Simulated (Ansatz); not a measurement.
Ga₃Sb (I4/mmm), comparing deformations

Level of theory: DFT PBE, scalar-relativistic, plane waves, PAW (Ansatz). The runs took a 420 eV cutoff, a Γ-centred 14×14×14 mesh and Gaussian smearing (0.15 eV). No spin polarisation. Energies are free energies at this smearing, counted from the undisturbed cell; pressure is positive in compression.

Reference structure (relaxed at this level; it needn't be the usual structure):

```
Ga Sb
1.0
    -2.28567    2.28567    4.22032
     2.28567   -2.28567    4.22032
     2.28567    2.28567   -4.22032
Ga Sb
3 1
Direct
  0.75000 0.25000 0.50000
  0.25000 0.75000 0.50000
  0.50000 0.50000 0.00000
  0.00000 0.00000 0.00000
```

The cell is strained by ε times a Voigt pattern (xx, yy, zz, yz, xz, xy; engineering shear) with fractional coordinates fixed. τ = (1/V0) dE/dε comes from the stress tensor. Of each scan, only the three points used here are listed.

```csv
pattern,ε,τ (GPa)
"(1, -1, 0, 0, 0, 0)",-0.0125,-0.66
"(1, -1, 0, 0, 0, 0)",0.0000,0.00
"(1, -1, 0, 0, 0, 0)",0.0125,0.66
"(0, 0, 0, 0, 0, 1)",-0.0125,-0.139
"(0, 0, 0, 0, 0, 1)",0.0000,0.000
"(0, 0, 0, 0, 0, 1)",0.0125,0.139
```

Question: Which constants do the scans give, and which deformation costs least for the same size of strain tensor?

Answer: The slope dτ/dε at zero (parabola through three points) is pᵀCp: (1, -1, 0, 0, 0, 0) gives C11 + C22 − 2 C12 = 53 GPa; (0, 0, 0, 0, 0, 1) gives C66 = 11.1 GPa. The size of the strain tensor, ε:ε, is ε² times 2.0, 0.5. Per unit of it the stiffnesses are 27, 22.3 GPa, so (0, 0, 0, 0, 0, 1) is the softest of these: at ε:ε = (1 %)² the quadratic term costs 0.15 meV/atom against 0.18 for the stiffest. These are clamped-ion values.

Forces appear on the atoms along this scan, and letting them relax would lower the energy and soften the response. In a metal these slopes depend on the k mesh and the smearing.

Cost: 17 runs of about 6.2 core-minutes in all, on AMD EPYC 9R45 (Zen 5) (shared hosts).